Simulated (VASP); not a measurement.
## BaS: single point with PBE+D3(BJ)

**The experiment to reproduce.**

A printed reference work, monograph, original work of 1988 reports, for a bulk crystal of BaS at 2 K: band gap 3.806 eV (indirect).

Crystal: BaS.

```
S Ba
1.0
     0.00000    3.21890    3.21890
     3.21890    0.00000    3.21890
     3.21890    3.21890    0.00000
S Ba
1 1
Cartesian
  3.2189 3.2189 3.2189
  0.0000 0.0000 0.0000
```

- Program: VASP 6.6.1
- Task: single point
- Functional: PBE
- Dispersion: D3(BJ)
- Potentials or basis: VASP PAW PBE potentials, release 64 (S, Ba_sv)
- Cutoff: 520 eV
- k mesh: 8 × 8 × 8
- Occupations: fermi-dirac, width 0.1 eV
- Spin: collinear spin, zero start
- Starting moments: [0.0, 0.0] μB

```json
{"Pressure": "-1.0 GPa", "Band gap on the k mesh": "2.15 eV (least direct gap 2.29 eV)", "Net moment": "0.00 μB per cell", "Valence electrons inside the program's atomic spheres": "S 3.74; Ba 7.89", "Dispersion energy per atom": "-0.271 eV"}
```

Levels at points of the mesh, in eV from the valence-band top:
Spin up:
```
           k point  band 6  band 7  band 8  band 9  band 10  band 11
(0.00, 0.00, 0.00)    0.00    0.00    0.00    3.49     3.86     3.86
(0.50, 0.00, 0.00)   -1.89   -1.04   -1.04    5.46     5.62     6.22
(0.50, 0.50, 0.00)   -0.55   -0.15   -0.15    2.15     5.87     5.88
```
Spin down:
| k point | band 5 | band 6 | band 7 | band 8 | band 9 | band 10 | band 11 | band 12 |
| --- | --- | --- | --- | --- | --- | --- | --- | --- |
| (0.00, 0.00, 0.00) | -10.32 | 0.00 | 0.00 | 0.00 | 3.49 | 3.86 | 3.86 | 3.86 |
| (0.50, 0.00, 0.00) | -9.19 | -1.89 | -1.04 | -1.04 | 5.46 | 5.62 | 6.22 | 6.22 |
| (0.50, 0.50, 0.00) | -10.23 | -0.55 | -0.15 | -0.15 | 2.15 | 5.87 | 5.88 | 7.37 |

Run time: 2 min on 1 thread of Intel(R) Xeon(R) Platinum 8259CL CPU @ 2.50GHz (Skylake/Cascade Lake), with other jobs on the host, peak memory 0.27 GiB.

Against the measured gap of BaS, 3.806 eV (indirect; 2 K; a printed reference work, monograph, original work of 1988), the calculated 2.15 eV is off by -1.66 eV. Spin-orbit coupling on Ba is left out. The value is that of PBE+D3(BJ) on a finite k mesh, which can miss the band edges, without temperature or zero-point motion. Semilocal functionals fall short of measured gaps as a rule.

Caveat: three body term missing; spin-orbit coupling is left out, which moves the levels of the heavy elements.
